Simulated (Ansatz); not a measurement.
## A series in volume per atom on Zr

All results are calculated (Ansatz 0.2.0). Periodic Kohn-Sham DFT of a crystal at fixed atoms; pressure and stress are positive in compression; the energy is the free energy less that of spherical unpolarised free atoms; site moments are those in the method's own spheres, positive along +z.

Cell of the first row (space group Im-3m, No. 229):
```
CELL_PARAMETERS angstrom
-1.77310 1.77310 1.77310
1.77310 -1.77310 1.77310
1.77310 1.77310 -1.77310
ATOMIC_POSITIONS crystal
Zr 0.00000 0.00000 0.00000
```

Settings of every row: method all-electron LAPW; functional LDA; relativity scalar; k mesh 16x16x16; filling fermi-dirac; smearing width 0.03 eV; basis error target 0.5 meV/atom; nucleus gaussian.

Atom start moment: 0 on all atoms.

| row | volume per atom (Å³) | pressure (GPa) | energy less free atoms (eV/atom) |
| --- | --- | --- | --- |
| 1 | 22.296 | -4.939 | -8.0223 |
| 2 | 22.77 | -6.619 | -8.0052 |
| 3 | 23.245 | -8.147 | -7.9833 |
| 4 | 23.482 | -8.858 | -7.9707 |
| 5 | 23.719 | -9.535 | -7.9571 |
| 6 | 23.956 | -10.181 | -7.9425 |
| 7 | 24.193 | -10.797 | -7.9269 |
| 8 | 24.668 | ? | ? |
| 9 | 25.142 | -13.007 | -7.8563 |

Question: what pressure and energy less free atoms should row 8 give?

Worked fit of pressure. Take u = (V_r/V)^(2/3) − 1 with V_r = 23.601 Å³ an atom, which is twice the finite (Eulerian) strain; such expansions in the strain, on which the Birch-Murnaghan equation of state is built, carry the rest volume and the bulk modulus. The shown rows have u = 0.03865, 0.02418, 0.01018, 0.00338, -0.00332, -0.0099, -0.01638, -0.04129. Least squares give pressure = −9.2013 + 101.143 × u + 227.28 × u² + 240 × u³ GPa; a parabola predicts inner rows, each left out in turn, worse (root mean square 0.0039 against 0.0013 GPa). The rows lie off it by 0.000, 0.000, 0.001, -0.001, 0.000, 0.000, 0.001, 0.000. The withheld row has u = -0.02905, so the fit gives −9.2013 + 101.143 × (-0.02905) + 227.28 × (-0.02905)² + 240 × (-0.02905)³ = -11.954 GPa.

The calculation gave -11.951 GPa. The fit lies 0.003 GPa (0.037 % of the column's range) below it; its largest miss of a shown row is 0.001 GPa.

Worked fit of energy less free atoms. Take u = (V_r/V)^(2/3) − 1 with V_r = 23.601 Å³ an atom, which is twice the finite (Eulerian) strain; such expansions in the strain, on which the Birch-Murnaghan equation of state is built, carry the rest volume and the bulk modulus. The shown rows have u = 0.03865, 0.02418, 0.01018, 0.00338, -0.00332, -0.0099, -0.01638, -0.04129. Least squares give energy less free atoms = −7.96399 − 2.0394 × u + 13.762 × u² eV/atom; a straight line predicts inner rows, each left out in turn, worse (root mean square 0.0066 against 4.8e-05 eV/atom). The rows lie off it by 0.0000, 0.0001, 0.0000, 0.0000, 0.0000, 0.0000, 0.0000, 0.0000. The withheld row has u = -0.02905, so the fit gives −7.96399 − 2.0394 × (-0.02905) + 13.762 × (-0.02905)² = -7.8931 eV/atom.

The calculation gave -7.8932 eV/atom. The fit lies 0.0001 eV/atom (0.06 % of the column's range) above it, one unit of the last digit.
